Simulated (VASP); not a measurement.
BaTiO3 in VASP 6.6.1, single-point calculation

INCAR

```
EDIFF = 1E-7
PREC = High
LWAVE = .FALSE.
ENCUT = 520
ISIF = 2
NBANDS = 28
NELM = 72
GGA = PE
IBRION = -1
SIGMA = 0.02
MAGMOM = 1 1 1 1 1
LCHARG = .FALSE.
LASPH = .TRUE.
ISPIN = 2
ISMEAR = -1
NSW = 0
LREAL = .TRUE.
```

KPOINTS

```
KPOINTS created by Atomic Simulation Environment
0
Gamma
6 6 6
0 0 0
```

POSCAR

```
Ba Ti O
 1.0000000000000000
     4.1139194159999999    0.0000000000000000    0.0000000000000000
     0.0000000000000000    4.1139194159999999    0.0000000000000000
     0.0000000000000000    0.0000000000000000    4.1139194159999999
 Ba  Ti  O
   1   1   3
Cartesian
  0.0000000000000000  0.0000000000000000  0.0000000000000000
  2.0569597080000004  2.0569597080000004  2.0569597080000004
  2.0569597080000004  2.0569597080000004  0.0000000000000000
  2.0569597080000004  0.0000000000000000  2.0569597080000004
  0.0000000000000000  2.0569597080000004  2.0569597080000004
```

The recommended PBE PAW datasets give the neutral cell 40 valence electrons.

Command

```
mpirun -np 1 vasp_std
```

OSZICAR

```
N       E                     dE             d eps       ncg     rms          rms(c)
DAV:   1     0.428447917962E+03    0.42845E+03   -0.20237E+04  2240   0.151E+03
DAV:   2    -0.382602045755E+01   -0.43227E+03   -0.41326E+03  2616   0.419E+02
DAV:   3    -0.474265526750E+02   -0.43601E+02   -0.43227E+02  3108   0.131E+02
DAV:   4    -0.496037993556E+02   -0.21772E+01   -0.21727E+01  3376   0.247E+01
DAV:   5    -0.496856922173E+02   -0.81893E-01   -0.81878E-01  3044   0.348E+00    0.246E+01
DAV:   6    -0.401609180808E+02    0.95248E+01   -0.60342E+01  3056   0.623E+01    0.109E+01
DAV:   7    -0.401328546899E+02    0.28063E-01   -0.12714E+01  2916   0.252E+01    0.615E+00
DAV:   8    -0.399116092521E+02    0.22125E+00   -0.58359E-01  2660   0.588E+00    0.389E+00
DAV:   9    -0.399004805649E+02    0.11129E-01   -0.84374E-01  3108   0.788E+00    0.242E+00
DAV:  10    -0.398438119344E+02    0.56669E-01   -0.24380E-01  2844   0.422E+00    0.681E-01
DAV:  11    -0.398402244873E+02    0.35874E-02   -0.11712E-02  2880   0.936E-01    0.320E-01
DAV:  12    -0.398391765079E+02    0.10480E-02   -0.78509E-03  2648   0.501E-01    0.103E-01
DAV:  13    -0.398392304211E+02   -0.53913E-04   -0.60860E-04  3124   0.165E-01    0.522E-02
DAV:  14    -0.398392259512E+02    0.44699E-05   -0.41647E-05  2652   0.551E-02    0.302E-02
DAV:  15    -0.398392338019E+02   -0.78506E-05   -0.24382E-05  2600   0.440E-02    0.193E-02
DAV:  16    -0.398392296125E+02    0.41893E-05   -0.18819E-05  3328   0.349E-02    0.518E-03
DAV:  17    -0.398392296271E+02   -0.14541E-07   -0.27775E-06  2556   0.999E-03    0.252E-03
DAV:  18    -0.398392294133E+02    0.21382E-06   -0.24348E-07  1920   0.438E-03    0.137E-03
DAV:  19    -0.398392293807E+02    0.32560E-07   -0.56770E-08  1408   0.196E-03
   1 F= -.39839229E+02 E0= -.39839229E+02  d E =-.280986E-11  mag=     0.0000
```

Standard output (part)

```
POSCAR found type information on POSCAR BaTiO
 POSCAR found :  3 types and       5 ions
|     You have a (more or less) 'small supercell' and for smaller cells       |
|     it is recommended to use the reciprocal-space projection scheme!        |
|     The real-space optimization is not efficient for small cells and it     |
|     is also less accurate ...                                               |
|     Therefore, set LREAL=.FALSE. in the INCAR file.                         |
|     The real-space projection scheme for the treatment of the non-local     |
|     real-space optimization of all non-local projectors! BE WARNED that     |
|     a calculation using the real-space projection scheme together with      |
|     non-local projectors which were not real-space optimized (according     |
|     to the plane-wave cutoff used in this calculation) might give more      |
|     or less inaccurate results. I hope you know what you are doing.         |
 LDA part: xc-table for (Slater+PW92), standard interpolation
 POSCAR, INCAR and KPOINTS ok, starting setup
 WAVECAR not read
 entering main loop
```

It converged. Results: pressure -30.6 GPa; magnetic moment of the cell 0.00 μB.

These settings aren't sound, so the numbers aren't properties of the crystal.

On sound settings PBE gives a gap of 1.58 eV on its mesh and a pressure of -8.4 GPa for the intended cell.

The run took about 84 s on one core of a shared host (Intel Xeon Platinum 8488C) and held 0.19 GiB at most.
